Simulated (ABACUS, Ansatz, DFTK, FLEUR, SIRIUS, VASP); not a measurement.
# One calculation of GaAs, 6 ways

```
As Ga
1.0
     0.00000    2.82685    2.82685
     2.82685    0.00000    2.82685
     2.82685    2.82685    0.00000
As Ga
1 1
Direct
  0.75000 0.75000 0.75000
  0.00000 0.00000 0.00000
```

Alike in all runs: task equation of state; functional PBEsol; k mesh 8 × 8 × 8; occupations fermi-dirac, width 0.05 eV; no spin polarisation; no spin-orbit coupling.

| program and potentials | plane-wave cutoff (eV) | notes | equilibrium volume (Å³/atom) | bulk modulus (GPa) |
| --- | --- | --- | --- | --- |
| ABACUS, PseudoDojo NC SR 0.4.1 PBEsol standard, plane waves | 1143 | - | 22.68 | 68.8 |
| SIRIUS, PseudoDojo 0.4.1 PBEsol standard (scalar relativistic) | 1152 | - | 22.68 | 68.8 |
| DFTK, PseudoDojo SR PBEsol 0.4.1 standard (PBEsol) | 1143 | - | 22.68 | 68.8 |
| VASP, PBE PAW files As, Ga_d, 520 eV | 520 | potentials made for PBE | 22.70 | 68.8 |
| FLEUR, all-electron, FLAPW | - | - | 22.65 | 69.0 |
| Ansatz, all-electron LAPW, scalar-relativistic | - | - | 22.65 | 68.9 |

The equilibrium volume spans 22.65 (Ansatz, all-electron LAPW, scalar-relativistic) to 22.70 Å³/atom (VASP, PBE PAW files As, Ga_d, 520 eV), with all-electron results at 22.65. The bulk modulus spans 68.8 (VASP, PBE PAW files As, Ga_d, 520 eV) to 69.0 GPa (FLEUR, all-electron, FLAPW), with all-electron results at 68.9 to 69.0.

The functional is the same throughout but for its coding, so the spread measures potentials, basis and numerics; runs on potential files found faulty are left out.

All six runs describe practically the same equation of state for GaAs. The three plane-wave runs with PseudoDojo potentials coincide at 22.68 Å³/atom, while both all-electron codes give 22.65 Å³/atom. The small offset therefore probably comes from the pseudopotentials, for instance their description of the Ga 3d shell and its overlap with the valence density, rather than from the plane-wave solvers. The stiffness itself comes from directional sp³ bonds with some ionic character, which resist both stretching and bending.

The bulk modulus of about 69.0 GPa in every run is noticeably below the measured low-temperature value. Since the all-electron codes share this softness, the likely cause is PBEsol's description of the bond's curvature, not the potentials. Zero-point motion can't account for it, as it would expand the lattice and soften it further. Close agreement between codes thus supports the numerical reliability of the PBEsol result, but not an equally close match to the elastic response of the real crystal.
